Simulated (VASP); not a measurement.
# SnO2 (P4_2/mnm) in VASP: further runs

One crystal, SnO2, is run at these levels: PBE; tasks: single point.

Program: VASP 6.6.1. These are calculated values, not measurements. Logs are shortened: lines on timing, memory, paths and dates and some standing lists are left out, and cuts for length are marked.

### 1 Starting point

The structure is tetragonal, space group P4_2/mnm (No. 136). Conventional cell: a = 4.737 Å, b = 4.737 Å, c = 3.186 Å, α = 90.00°, β = 90.00°, γ = 90.00°. Sn (site symmetry mmm) has 6 O at 2.05 to 2.06 Å as nearest neighbours. O (site symmetry m2m) has 3 Sn at 2.05 to 2.06 Å as nearest neighbours.

### 2 Single point, PBE

File INCAR:

```
PREC = Accurate
ENCUT = 520
EDIFF = 1E-6
ISMEAR = -1
SIGMA = 0.02
LREAL = F
LASPH = T
NELM = 60
ALGO = Fast
ISIF = 2
LWAVE = F
LCHARG = T
GGA = PE
LELF = T
LVHAR = T
NBANDS = 35
```

File KPOINTS:

```
regular mesh
0
Gamma
  5 5 7
```

File POSCAR:

```
SnO2
1.0
    4.7373500000      0.0000000000      0.0000000000
    0.0000000000      4.7373500000      0.0000000000
    0.0000000000      0.0000000000      3.1864000000
Sn O
2 4
Direct
    0.0000000000      0.0000000000      0.0000000000
    0.5000000000      0.5000000000      0.5000000000
    0.3056200000      0.3056200000      0.0000000000
    0.1943800000      0.8056200000      0.5000000000
    0.6943800000      0.6943800000      0.0000000000
    0.8056200000      0.1943800000      0.5000000000
```

Potentials or basis: VASP PAW PBE potentials, release 64 (Sn_d, O).

Run with:

```
cat potpaw_PBE.64/Sn_d/POTCAR potpaw_PBE.64/O/POTCAR > POTCAR
mpirun -np 1 vasp_std > vasp.out
```

OUTCAR:

```text
PREC = Accurate
   ENCUT = 520
   EDIFF = 1E-6
   ISMEAR = -1
   LREAL = F
   LASPH = T
   NELM = 60
   ISIF = 2
   GGA = PE

 ion  position               nearest neighbor table
   1  0.000  0.000  0.000-   3 2.05   5 2.05   4 2.06   6 2.06   4 2.06   6 2.06   2 3.71   2 3.71
                             2 3.71   2 3.71   2 3.71   2 3.71   2 3.71   2 3.71
   2  0.500  0.500  0.500-   4 2.05   6 2.05   5 2.06   3 2.06   3 2.06   5 2.06   1 3.71   1 3.71
                             1 3.71   1 3.71   1 3.71   1 3.71   1 3.71   1 3.71
   3  0.306  0.306  0.000-   1 2.05   2 2.06   2 2.06
   4  0.194  0.806  0.500-   2 2.05   1 2.06   1 2.06
   5  0.694  0.694  0.000-   1 2.05   2 2.06   2 2.06
   6  0.806  0.194  0.500-   2 2.05   1 2.06   1 2.06

  LATTYP: Found a simple tetragonal cell.
 ALAT       =     4.7373500000
 C/A-ratio  =     0.6726123255

  Lattice vectors:

 A1 = (   4.7373500000,   0.0000000000,   0.0000000000)
 A2 = (   0.0000000000,   4.7373500000,   0.0000000000)
 A3 = (   0.0000000000,   0.0000000000,   3.1864000000)

Analysis of symmetry for initial positions (statically):
=====================================================================
 Subroutine PRICEL returns:
 Original cell was already a primitive cell.

 Routine SETGRP: Setting up the symmetry group for a
 simple tetragonal supercell.

 Subroutine GETGRP returns: Found 16 space group operations
 (whereof  8 operations were pure point group operations)
 out of a pool of 16 trial point group operations.

The static configuration has the point symmetry D_2h.
 The point group associated with its full space group is D_4h.

Analysis of symmetry for dynamics (positions and initial velocities):
=====================================================================
 Subroutine PRICEL returns:
 Original cell was already a primitive cell.

 Routine SETGRP: Setting up the symmetry group for a
 simple tetragonal supercell.

 Subroutine GETGRP returns: Found 16 space group operations
 (whereof  8 operations were pure point group operations)
 out of a pool of 16 trial point group operations.

The dynamic configuration has the point symmetry D_2h.
 The point group associated with its full space group is D_4h.

 Subroutine INISYM returns: Found 16 space group operations
 (whereof  8 operations are pure point group operations),
 and found     1 'primitive' translations

----------------------------------------------------------------------------------------

                                     Primitive cell

  volume of cell :      71.5107

  direct lattice vectors                    reciprocal lattice vectors
     4.737350000  0.000000000  0.000000000     0.211088478  0.000000000  0.000000000
     0.000000000  4.737350000  0.000000000     0.000000000  0.211088478  0.000000000
     0.000000000  0.000000000  3.186400000     0.000000000  0.000000000  0.313833794

  length of vectors
     4.737350000  4.737350000  3.186400000     0.211088478  0.211088478  0.313833794

  position of ions in fractional coordinates (direct lattice)
     0.000000000  0.000000000  0.000000000
     0.500000000  0.500000000  0.500000000
     0.305620000  0.305620000  0.000000000
     0.194380000  0.805620000  0.500000000
     0.694380000  0.694380000  0.000000000
     0.805620000  0.194380000  0.500000000

  ion indices of the primitive-cell ions
   primitive index   ion index
                 1           1
                 2           2
                 3           3
                 4           4
                 5           5
                 6           6

----------------------------------------------------------------------------------------

 KPOINTS: regular mesh

Automatic generation of k-mesh.
 Grid dimensions read from file:
 generate k-points for:    5    5    7

 Generating k-lattice:

  Cartesian coordinates                     Fractional coordinates (reciprocal lattice)
     0.042217696  0.000000000  0.000000000     0.200000000  0.000000000  0.000000000
     0.000000000  0.042217696  0.000000000     0.000000000  0.200000000  0.000000000
     0.000000000  0.000000000  0.044833399     0.000000000  0.000000000  0.142857143

  Length of vectors
     0.042217696  0.042217696  0.044833399

  Shift w.r.t. Gamma in fractional coordinates (k-lattice)
     0.000000000  0.000000000  0.000000000

 Subroutine IBZKPT returns following result:
 ===========================================

 Found     24 irreducible k-points:

 Following reciprocal coordinates:
            Coordinates               Weight
  0.000000  0.000000  0.000000      1.000000
  0.200000  0.000000  0.000000      4.000000
  0.400000  0.000000  0.000000      4.000000
  0.200000  0.200000  0.000000      4.000000
  0.400000  0.200000  0.000000      8.000000
  0.400000  0.400000  0.000000      4.000000
[... 16 lines left out ...]
  0.400000  0.200000  0.428571     16.000000
  0.400000  0.400000  0.428571      8.000000
   k-points           NKPTS =     24   k-points in BZ     NKDIM =     24   number of bands    NBANDS=     35
   number of dos      NEDOS =    301   number of ions     NIONS =      6
   total plane-waves  NPLWV =  31104
   dimension x,y,z NGX =    36 NGY =   36 NGZ =   24
   dimension x,y,z NGXF=    72 NGYF=   72 NGZF=   48
   ions per type =               2   4
   NGX,Y,Z   is equivalent  to a cutoff of  12.63, 12.63, 12.52 a.u.
   NGXF,Y,Z  is equivalent  to a cutoff of  25.27, 25.27, 25.04 a.u.
 SYSTEM =  unknown system
   PREC   = accura    normal or accurate (medium, high low for compatibility)
   ISTART =      0    job   : 0-new  1-cont  2-samecut
   ICHARG =      2    charge: 1-file 2-atom 10-const
   ISPIN  =      1    spin polarized calculation?
   LNONCOLLINEAR =      F non collinear calculations
   LSORBIT =      F    spin-orbit coupling
   LASPH  =      T    aspherical Exc in radial PAW
   ENCUT  =  520.0 eV  38.22 Ry    6.18 a.u.   8.81  8.81  5.92*2*pi/ulx,y,z
   NELM   =     60;   NELMIN=  2; NELMDL= -5     # of ELM steps
   EDIFF  = 0.1E-05   stopping-criterion for ELM
   LREAL  =      F    real-space projection
   EDIFFG = 0.1E-04   stopping-criterion for IOM
   NSW    =      0    number of steps for IOM
   IBRION =     -1    ionic relax: 0-MD 1-quasi-New 2-CG
   NFREE  =      0    steps in history (QN), initial steepest desc. (CG)
   ISIF   =      2    stress and relaxation
   ISYM   =      2    0-nonsym 1-usesym 2-fastsym
   POTIM  = 0.5000    time-step for ionic-motion
   TEBEG  =    0.0;   TEEND  =   0.0 temperature during run
   PSTRESS=    0.0 pullay stress
   NELECT =      52.0000    total number of electrons
   NUPDOWN=      -1.0000    fix difference up-down
   EMIN   =  10.00;   EMAX   =-10.00  energy-range for DOS
   EFERMI =   0.00;   METHOD = LEGACY
   ISMEAR =    -1;   SIGMA  =   0.02  broadening in eV -4-tet -1-fermi 0-gaus
   EFERMI_NEDOS =   21; number of points for ismear=-14 and -15
   IALGO  =     68    algorithm
   IMIX   =      4    mixing-type and parameters
     AMIX     =   0.40;   BMIX     =  1.00
     AMIX_MAG =   1.60;   BMIX_MAG =  1.00
  volume/ion in A,a.u.               =      11.92        80.43
  Fermi-wavevector in a.u.,A,eV,Ry     =   1.472150  2.781961 29.486913  2.167227
  Thomas-Fermi vector in A             =   2.587200
   LORBIT       =      0    0 simple, 1 ext, 2 COOP (PROOUT), +10 PAW based schemes
   GGA     = PE    functional components
   LHFCALC =     F    Hartree Fock is set to
   AEXX    =    0.0000 exact exchange contribution
   IVDW    =     0    specifies the selected vdW correction
   LEPSILON=     F    determine dielectric tensor
   LRPA    =     F    only Hartree local field effects (RPA)
 non-spin polarized calculation
 RMM-DIIS sequential band-by-band and
  energy-cutoff  :      520.00
  volume of cell :       71.51
 maximum number of plane-waves:      1945
 NGX is ok and might be reduce to    36
   NGX = 17   NGY = 17   NGZ = 11

 number of electron      51.9999990 magnetization

 Free energy of the ion-electron system (eV)
  ---------------------------------------------------
  ext. energy  EPLUGINS =         0.00000000
  ---------------------------------------------------
  free energy    TOTEN  =       -37.16455521 eV

  energy without entropy =      -37.16455521  energy(sigma->0) =      -37.16455521

 E-fermi :   6.6140     XC(G=0): -11.2616

 val. band max:        6.1525926374   @ k =   0.0000   0.0000   0.0000
 cond. band min:       7.3963131321   @ k =   0.0000   0.0000   0.0000
 fundamental gap:      1.2437204947
 Fermi energy:         6.6139520397

 k-point     1 :       0.0000    0.0000    0.0000
  band No.  band energies     occupation
      1     -14.9632      2.00000
      2     -14.1623      2.00000
      3     -13.9048      2.00000
      4     -13.8774      2.00000
      5     -13.8774      2.00000
      6     -13.8143      2.00000
[... 27 lines left out ...]
     34      18.7237      0.00000
     35      18.8336      0.00000

 k-point     2 :       0.2000    0.0000    0.0000
  band No.  band energies     occupation
      1     -14.9008      2.00000
      2     -14.2367      2.00000
      3     -13.9048      2.00000
      4     -13.8748      2.00000
      5     -13.8746      2.00000
      6     -13.8625      2.00000
[... 27 lines left out ...]
     34      18.3577      0.00000
     35      18.7879      0.00000

 k-point     3 :       0.4000    0.0000    0.0000
  band No.  band energies     occupation
      1     -14.7226      2.00000
      2     -14.4659      2.00000
      3     -13.9047      2.00000
      4     -13.8994      2.00000
      5     -13.8702      2.00000
      6     -13.8701      2.00000
[... 27 lines left out ...]
     34      18.5487      0.00000
     35      18.7081      0.00000

 k-point     4 :       0.2000    0.2000    0.0000
  band No.  band energies     occupation
      1     -14.8589      2.00000
      2     -14.3226      2.00000
      3     -13.9048      2.00000
      4     -13.8783      2.00000
      5     -13.8760      2.00000
      6     -13.8699      2.00000
[... 27 lines left out ...]
     34      18.3169      0.00000
     35      18.6915      0.00000

 k-point     5 :       0.4000    0.2000    0.0000
  band No.  band energies     occupation
      1     -14.7306      2.00000
      2     -14.5286      2.00000
      3     -13.8987      2.00000
      4     -13.8890      2.00000
      5     -13.8759      2.00000
      6     -13.8706      2.00000
[... 638 lines left out ...]
 k-point    22 :       0.2000    0.2000    0.4286
  band No.  band energies     occupation
      1     -14.8454      2.00000
      2     -14.6622      2.00000
      3     -14.2565      2.00000
      4     -13.9071      2.00000
      5     -13.7444      2.00000
      6     -13.7393      2.00000
[... 27 lines left out ...]
     34      18.3224      0.00000
     35      18.9162      0.00000

 k-point    23 :       0.4000    0.2000    0.4286
  band No.  band energies     occupation
      1     -14.8478      2.00000
      2     -14.7542      2.00000
      3     -14.1194      2.00000
      4     -13.9360      2.00000
      5     -13.7453      2.00000
      6     -13.7406      2.00000
[... 27 lines left out ...]
     34      18.1467      0.00000
     35      18.7147      0.00000

 k-point    24 :       0.4000    0.4000    0.4286
  band No.  band energies     occupation
      1     -14.7575      2.00000
      2     -14.6701      2.00000
      3     -14.2535      2.00000
      4     -14.1189      2.00000
      5     -13.7396      2.00000
      6     -13.7376      2.00000
[... 27 lines left out ...]
     34      17.6017      0.00000
     35      19.1717      0.00000

------------------------ aborting loop because EDIFF is reached ----------------------------------------

  FORCE on cell =-STRESS in cart. coord.  units (eV):
  Direction    XX          YY          ZZ          XY          YZ          ZX
  --------------------------------------------------------------------------------------
  -------------------------------------------------------------------------------------
  Total        4.6887481      4.6887481      5.8652410     -0.0000000      0.0000000      0.0000000
  in kB      105.0500452    105.0500452    131.4090289     -0.0000000      0.0000000      0.0000000
  external PRESSURE =     113.8363731 kB  Pullay stress =       0.0000000 kB

 VOLUME and BASIS-vectors are now :
 -----------------------------------------------------------------------------
  energy-cutoff  :      520.00
  volume of cell :       71.51
      direct lattice vectors                 reciprocal lattice vectors
     4.737350000  0.000000000  0.000000000     0.211088478  0.000000000  0.000000000
     0.000000000  4.737350000  0.000000000     0.000000000  0.211088478  0.000000000
     0.000000000  0.000000000  3.186400000     0.000000000  0.000000000  0.313833794

 POSITION                                       TOTAL-FORCE (eV/Angst)
 -----------------------------------------------------------------------------------
      0.00000      0.00000      0.00000         0.000000      0.000000      0.000000
      2.36868      2.36868      1.59320         0.000000      0.000000      0.000000
      1.44783      1.44783      0.00000        -0.036783     -0.036783     -0.000000
      0.92085      3.81650      1.59320         0.036783     -0.036783     -0.000000
      3.28952      3.28952      0.00000         0.036783      0.036783      0.000000
      3.81650      0.92085      1.59320        -0.036783      0.036783      0.000000
 -----------------------------------------------------------------------------------
    total drift:                                0.000000      0.000000      0.000000

  FREE ENERGIE OF THE ION-ELECTRON SYSTEM (eV)
  ---------------------------------------------------
  free  energy   TOTEN  =       -37.1645552104 eV

  energy  without entropy=      -37.1645552104  energy(sigma->0) =      -37.16455521
```

Run time: 74 s. Hardware: 1 thread of Intel Xeon Platinum 8488C (Sapphire Rapids), shared host; peak memory 0.2 GiB.

What came out:

```yaml
Free_energy: -37.1646 eV
Pressure: 11.4 GPa
Largest_force: 0.052 eV/Å
Band_gap_on_the_k_mesh: 1.24 eV, direct
```

Forces in eV/Å, atoms in the order of the input:
```
Sn   0.000  0.000  0.000
Sn   0.000  0.000  0.000
O   -0.037 -0.037  0.000
O    0.037 -0.037  0.000
O    0.037  0.037  0.000
O   -0.037  0.037  0.000
```

Levels at points of the mesh, in eV from the valence-band top:
| k point | band 24 | band 25 | band 26 | band 27 | band 28 | band 29 |
| --- | --- | --- | --- | --- | --- | --- |
| (0.00, 0.00, 0.00) | -0.79 | -0.79 | 0.00 | 1.24 | 6.20 | 6.33 |

Caveat: spin-orbit coupling is left out, which moves the levels of the heavy elements. Expect the measured gap to be larger: semilocal functionals such as PBE lack the derivative discontinuity.

### 3 Single point, PBE

File INCAR:

```
SYSTEM = SnO2
PREC = Accurate
ENCUT = 520
EDIFF = 1E-6
ISMEAR = -1
SIGMA = 0.02
LREAL = .False.
LASPH = .True.
NELM = 100
ALGO = Normal
ISIF = 2
LWAVE = .False.
LCHARG = .False.
GGA = PE
NBANDS = 35
```

File KPOINTS:

```
regular mesh
0
Gamma
  5 5 7
  0 0 0
```

POSCAR is that of step 2.

Potentials or basis: VASP PAW PBE potentials, release 64 (Sn_d, O).

Run with:

```
cat potpaw_PBE.64/Sn_d/POTCAR potpaw_PBE.64/O/POTCAR > POTCAR
mpirun -np 1 vasp_std > vasp.out
```

Run time: 70 s. Hardware: 1 thread of Intel Xeon Platinum 8488C (Sapphire Rapids), shared host; peak memory 0.19 GiB.

Results (log left out):

* Free energy: -37.1646 eV
* Pressure: 11.5 GPa
* Largest force: 0.052 eV/Å
* Band gap on the k mesh: 1.24 eV, direct

Forces on the atoms (eV/Å):
```
Sn   0.000  0.000  0.000
Sn   0.000  0.000  0.000
O   -0.037 -0.037  0.000
O    0.037 -0.037  0.000
O    0.037  0.037  0.000
O   -0.037  0.037  0.000
```

Stress tensor (GPa, compression positive):
```
10.65  0.00  0.00
 0.00 10.65  0.00
 0.00  0.00 13.28
```

Levels at points of the mesh, in eV from the valence-band top:
```csv
k point,band 24,band 25,band 26,band 27,band 28,band 29
"(0.00, 0.00, 0.00)",-0.79,-0.79,0.00,1.24,6.20,6.33
```

Caveat: spin-orbit coupling is left out, which moves the levels of the heavy elements.

### 4 Single point, PBE

File INCAR:

```
SYSTEM = SnO2
ALGO = Fast ; EDIFF = 1E-6
ENCUT = 520 ; GGA = PE
ISIF = 2 ; ISMEAR = -1
LASPH = .TRUE. ; LCHARG = .FALSE.
LREAL = .FALSE. ; LWAVE = .FALSE.
NBANDS = 35 ; NELM = 60
PREC = Accurate ; SIGMA = 0.02
```

File KPOINTS:

```
k-points
0
G
  5 5 7
  0 0 0
```

POSCAR is that of step 3.

Run with:

```
cat potpaw_PBE.64/Sn_d/POTCAR potpaw_PBE.64/O/POTCAR > POTCAR
mpirun -np 1 vasp_std > vasp.out
```

Wall time 78 s (1 thread of Intel Xeon Platinum 8488C (Sapphire Rapids), shared host); peak memory 0.19 GiB.

The run converged. Its results:

| Item | Value |
| --- | --- |
| Free energy | -37.1646 eV |
| Pressure | 11.4 GPa |
| Largest force | 0.052 eV/Å |
| Band gap on the k mesh | 1.24 eV, direct |

Forces on the atoms (eV/Å):
```
Sn   0.000  0.000  0.000
Sn   0.000  0.000  0.000
O   -0.037 -0.037  0.000
O    0.037 -0.037  0.000
O    0.037  0.037  0.000
O   -0.037  0.037  0.000
```

Stress tensor (GPa, compression positive):
```
10.51  0.00  0.00
 0.00 10.51  0.00
 0.00  0.00 13.14
```

Levels at points of the mesh, in eV from the valence-band top:
| k point | band 24 | band 25 | band 26 | band 27 | band 28 | band 29 |
| --- | --- | --- | --- | --- | --- | --- |
| (0.00, 0.00, 0.00) | -0.79 | -0.79 | 0.00 | 1.24 | 6.20 | 6.33 |

Caveat: spin-orbit coupling is left out, which moves the levels of the heavy elements.
